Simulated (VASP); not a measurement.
**Si: relaxation of the atoms with LDA**

The system is Si.

```xyz
2
Lattice="0.0000 2.7370 2.7370 2.7370 0.0000 2.7370 2.7370 2.7370 0.0000" Properties=species:S:1:pos:R:3 pbc="T T T"
Si    4.1056    4.1056    4.1056
Si    2.7370    2.7370    2.7370
```

The cell isn't the ideal one: a relaxed cell with its volume scaled by 1.04.

| Property | Result |
| --- | --- |
| Program | VASP 6.6.1 |
| Task | relaxation of the atoms |
| Functional | LDA |
| Potentials or basis | VASP PAW LDA potentials, release 64 (Si) |
| Cutoff | 600 eV |
| k mesh | 10 × 10 × 10 |
| Occupations | gaussian, width 0.03 eV |
| Spin | no spin polarisation |
| Further INCAR settings | ALGO = Normal; EDIFF = 1e-07; IBRION = 2; EDIFFG = -0.01; NSW = 40 |

```
Pressure after relaxing : -3.5 GPa
Band gap on the k mesh  : 0.52 eV, indirect (least direct gap 2.51 eV)
```

Final structure:
```cif
data_structure
_symmetry_space_group_name_H-M 'P 1'
_symmetry_Int_Tables_number 1
_cell_length_a 3.8708
_cell_length_b 3.8708
_cell_length_c 3.8708
_cell_angle_alpha 60.000
_cell_angle_beta 60.000
_cell_angle_gamma 60.000
_cell_volume 41.01
loop_
_atom_site_label
_atom_site_type_symbol
_atom_site_fract_x
_atom_site_fract_y
_atom_site_fract_z
_atom_site_occupancy
Si1 Si 0.75000 0.75000 0.75000 1
Si2 Si 0.50000 0.50000 0.50000 1
```

Levels at points of the mesh, in eV from the valence-band top:
| k point | band 1 | band 2 | band 3 | band 4 | band 5 | band 6 | band 7 | band 8 |
| --- | --- | --- | --- | --- | --- | --- | --- | --- |
| (0.00, 0.00, 0.00) | -11.80 | 0.00 | 0.00 | 0.00 | 2.51 | 2.51 | 2.51 | 2.94 |
| (0.50, 0.00, 0.00) | -9.52 | -6.88 | -1.17 | -1.17 | 1.34 | 3.30 | 3.30 | 7.48 |
| (0.50, 0.50, 0.00) | -7.74 | -7.74 | -2.79 | -2.79 | 0.65 | 0.65 | 9.78 | 9.78 |

Run time: 4.9 s on 1 thread of Intel(R) Xeon(R) 6975P-C (Granite Rapids), on a shared host, peak memory 0.14 GiB.

Caveat: the relaxation stopped at its first step, so nothing moved. A k mesh can miss the band edges.
